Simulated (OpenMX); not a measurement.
# AlN (F-43m) in OpenMX: further runs, part 2 of 2

OpenMX 3.8.5. Earlier steps stand in the parts before.

### Step 3. Single point, LDA, 10.42 Å³/atom

Input file AlN.dat:

```
System.CurrrentDirectory             ./
System.Name                          AlN
DATA.PATH                            ./DFT_DATA13
level.of.stdout                      1
level.of.fileout                     0
Species.Number                       2
<Definition.of.Atomic.Species
  Al  Al7.0-s2p2d1           Al_CA13
  N   N6.0-s2p2d1            N_CA13
Definition.of.Atomic.Species>

Atoms.Number                         2
Atoms.SpeciesAndCoordinates.Unit     FRAC
<Atoms.SpeciesAndCoordinates
    1  Al    0.0000000000    0.0000000000    0.0000000000   1.500  1.500
    2  N     0.2500000000    0.2500000000    0.2500000000   2.500  2.500
Atoms.SpeciesAndCoordinates>

Atoms.UnitVectors.Unit               Ang
<Atoms.UnitVectors
     0.0000000000    2.1839935596    2.1839935596
     2.1839935596    0.0000000000    2.1839935596
     2.1839935596    2.1839935596    0.0000000000
Atoms.UnitVectors>

scf.XcType                           LDA
scf.SpinPolarization                 off
scf.ElectronicTemperature            580.226
scf.energycutoff                     400.0
scf.maxIter                          100
scf.EigenvalueSolver                 band
scf.Kgrid                            11 11 11
scf.Mixing.Type                      rmm-diisk
scf.Init.Mixing.Weight               0.05
scf.Min.Mixing.Weight                0.001
scf.Max.Mixing.Weight                0.3
scf.Mixing.History                   25
scf.Mixing.StartPulay                8
scf.criterion                        1.0e-8
MD.Type                              nomd
```

Potentials or basis: OpenMX 2013 LDA set, Al7.0-s2p2d1, N6.0-s2p2d1, fixed grid of 30 × 30 × 30 points.

Launch:

```sh
openmx AlN.dat -nt 1 > AlN.std
```

Run time: 70 s. Hardware: 1 thread of Arm Neoverse V1, shared host; peak memory 0.47 GiB.

Results (log left out):

```
Free energy            : -343.4932 eV
Band gap on the k mesh : 3.30 eV, indirect (least direct gap 5.09 eV)
Mulliken charges       : Al +0.86; N -0.86 e
```

Caveat: Mulliken charges move with the basis; an odd mesh through Γ misses points on the zone boundary, where band edges often lie; the basis of atomic orbitals isn't converged, which shifts pressures, moduli and gaps.

### Step 4. Single point, LDA, 10.21 Å³/atom (volume scaled by 0.98)

AlN.dat, as its differences from that of step 3:

```diff
@@ -20,5 +20,5 @@
 <Atoms.UnitVectors
-     0.0000000000    2.1839935596    2.1839935596
-     2.1839935596    0.0000000000    2.1839935596
-     2.1839935596    2.1839935596    0.0000000000
+     0.0000000000    2.1693354430    2.1693354430
+     2.1693354430    0.0000000000    2.1693354430
+     2.1693354430    2.1693354430    0.0000000000
 Atoms.UnitVectors>
@@ -28,3 +28,2 @@
 scf.ElectronicTemperature            580.226
-scf.energycutoff                     400.0
 scf.maxIter                          100
@@ -40 +39,3 @@
 MD.Type                              nomd
+scf.Ngrid                            30 30 30
+scf.energycutoff                     400.0
```

Launch:

```sh
openmx AlN.dat -nt 1 > AlN.std
```

Wall time 71 s (1 thread of Arm Neoverse V1, shared host); peak memory 0.47 GiB.

Results (log left out):

```
Free energy            : -343.4985 eV
Band gap on the k mesh : 3.31 eV, indirect (least direct gap 5.15 eV)
Mulliken charges       : Al +0.87; N -0.87 e
```

Caveat: Mulliken charges move with the basis; an odd mesh through Γ misses points on the zone boundary, where band edges often lie; the basis of atomic orbitals isn't converged, which shifts pressures, moduli and gaps.

### Step 5. Single point, LDA, 10.63 Å³/atom (volume scaled by 1.02)

AlN.dat, as its differences from that of step 4:

```diff
@@ -20,5 +20,5 @@
 <Atoms.UnitVectors
-     0.0000000000    2.1693354430    2.1693354430
-     2.1693354430    0.0000000000    2.1693354430
-     2.1693354430    2.1693354430    0.0000000000
+     0.0000000000    2.1984575146    2.1984575146
+     2.1984575146    0.0000000000    2.1984575146
+     2.1984575146    2.1984575146    0.0000000000
 Atoms.UnitVectors>
```

Launch:

```sh
openmx AlN.dat -nt 1 > AlN.std
```

Wall time 69 s (1 thread of Arm Neoverse V1, shared host); peak memory 0.46 GiB.

The run converged. Its results:

| Item | Value |
| --- | --- |
| Free energy | -343.4778 eV |
| Band gap on the k mesh | 3.29 eV, indirect (least direct gap 4.89 eV) |
| Mulliken charges | Al +0.86; N -0.86 e |

Caveat: Mulliken charges move with the basis; an odd mesh through Γ misses points on the zone boundary, where band edges often lie; the basis of atomic orbitals isn't converged, which shifts pressures, moduli and gaps.

### Step 6. Single point, LDA, 10.00 Å³/atom (volume scaled by 0.96)

AlN.dat, as its differences from that of step 5:

```diff
@@ -20,5 +20,5 @@
 <Atoms.UnitVectors
-     0.0000000000    2.1984575146    2.1984575146
-     2.1984575146    0.0000000000    2.1984575146
-     2.1984575146    2.1984575146    0.0000000000
+     0.0000000000    2.1544765148    2.1544765148
+     2.1544765148    0.0000000000    2.1544765148
+     2.1544765148    2.1544765148    0.0000000000
 Atoms.UnitVectors>
```

Potentials or basis: OpenMX 2013 LDA set, Al7.0-s2p2d1, N6.0-s2p2d1, fixed grid of 30 × 30 × 30 points.

Launch:

```sh
openmx AlN.dat -nt 1 > AlN.std
```

Run time: 70 s. Hardware: 1 thread of Arm Neoverse V1, shared host; peak memory 0.48 GiB.

The run converged. Its results:

```yaml
Free_energy: -343.4923 eV
Band_gap_on_the_k_mesh: 3.32 eV, indirect (least direct gap 5.19 eV)
Mulliken_charges: Al +0.87; N -0.87 e
```

Caveat: Mulliken charges move with the basis; an odd mesh through Γ misses points on the zone boundary, where band edges often lie; the basis of atomic orbitals isn't converged, which shifts pressures, moduli and gaps.

### Step 7. Single point, LDA, 10.83 Å³/atom (volume scaled by 1.04)

AlN.dat, as its differences from that of step 6:

```diff
@@ -20,5 +20,5 @@
 <Atoms.UnitVectors
-     0.0000000000    2.1544765148    2.1544765148
-     2.1544765148    0.0000000000    2.1544765148
-     2.1544765148    2.1544765148    0.0000000000
+     0.0000000000    2.2127336128    2.2127336128
+     2.2127336128    0.0000000000    2.2127336128
+     2.2127336128    2.2127336128    0.0000000000
 Atoms.UnitVectors>
```

Launch:

```sh
openmx AlN.dat -nt 1 > AlN.std
```

It took 68 s on 1 thread of Arm Neoverse V1, shared host; peak memory 0.45 GiB.

The run converged. Its results:

| Item | Value |
| --- | --- |
| Free energy | -343.4532 eV |
| Band gap on the k mesh | 3.28 eV, indirect (least direct gap 4.69 eV) |
| Mulliken charges | Al +0.85; N -0.85 e |

Caveat: Mulliken charges move with the basis; an odd mesh through Γ misses points on the zone boundary, where band edges often lie; the basis of atomic orbitals isn't converged, which shifts pressures, moduli and gaps.

### Step 8. Single point, LDA, 9.79 Å³/atom (volume scaled by 0.94)

AlN.dat, as its differences from that of step 7:

```diff
@@ -20,5 +20,5 @@
 <Atoms.UnitVectors
-     0.0000000000    2.2127336128    2.2127336128
-     2.2127336128    0.0000000000    2.2127336128
-     2.2127336128    2.2127336128    0.0000000000
+     0.0000000000    2.1394097525    2.1394097525
+     2.1394097525    0.0000000000    2.1394097525
+     2.1394097525    2.1394097525    0.0000000000
 Atoms.UnitVectors>
```

Launch:

```sh
openmx AlN.dat -nt 1 > AlN.std
```

It took 70 s on 1 thread of Arm Neoverse V1, shared host; peak memory 0.48 GiB.

It converged, with:

```yaml
Free_energy: -343.4736 eV
Band_gap_on_the_k_mesh: 3.33 eV, indirect (least direct gap 5.22 eV)
Mulliken_charges: Al +0.88; N -0.88 e
```

Caveat: Mulliken charges move with the basis; an odd mesh through Γ misses points on the zone boundary, where band edges often lie; the basis of atomic orbitals isn't converged, which shifts pressures, moduli and gaps.

### Step 9. Single point, LDA, 11.04 Å³/atom (volume scaled by 1.06)

AlN.dat, as its differences from that of step 8:

```diff
@@ -20,5 +20,5 @@
 <Atoms.UnitVectors
-     0.0000000000    2.1394097525    2.1394097525
-     2.1394097525    0.0000000000    2.1394097525
-     2.1394097525    2.1394097525    0.0000000000
+     0.0000000000    2.2268278375    2.2268278375
+     2.2268278375    0.0000000000    2.2268278375
+     2.2268278375    2.2268278375    0.0000000000
 Atoms.UnitVectors>
```

Potentials or basis: OpenMX 2013 LDA set, Al7.0-s2p2d1, N6.0-s2p2d1, fixed grid of 30 × 30 × 30 points.

Launch:

```sh
openmx AlN.dat -nt 1 > AlN.std
```

It took 65 s on 1 thread of Arm Neoverse V1, shared host; peak memory 0.45 GiB.

Results (log left out):

| Item | Value |
| --- | --- |
| Free energy | -343.4203 eV |
| Band gap on the k mesh | 3.27 eV, indirect (least direct gap 4.50 eV) |
| Mulliken charges | Al +0.84; N -0.84 e |

Caveat: Mulliken charges move with the basis; an odd mesh through Γ misses points on the zone boundary, where band edges often lie; the basis of atomic orbitals isn't converged, which shifts pressures, moduli and gaps.

### Step 10. Equation of state, LDA

This step only gathers the single runs of the series.

Results (log left out):

| Property | Result |
| --- | --- |
| Equilibrium volume | 10.21 Å³/atom |
| Bulk modulus | 213 GPa |
| Pressure derivative of the bulk modulus | 4.2 |

Energy against volume, from the lowest point:
```
volume (Å³/atom)  energy (meV/atom)
           9.792              12.45
          10.001               3.08
          10.209               0.00
          10.417               2.63
          10.626              10.33
          10.834              22.62
          11.042              39.07
```

Caveat: volumes in these bases differ from converged ones by about 1 %, for some elements by several; the basis of atomic orbitals isn't converged, which shifts pressures, moduli and gaps.
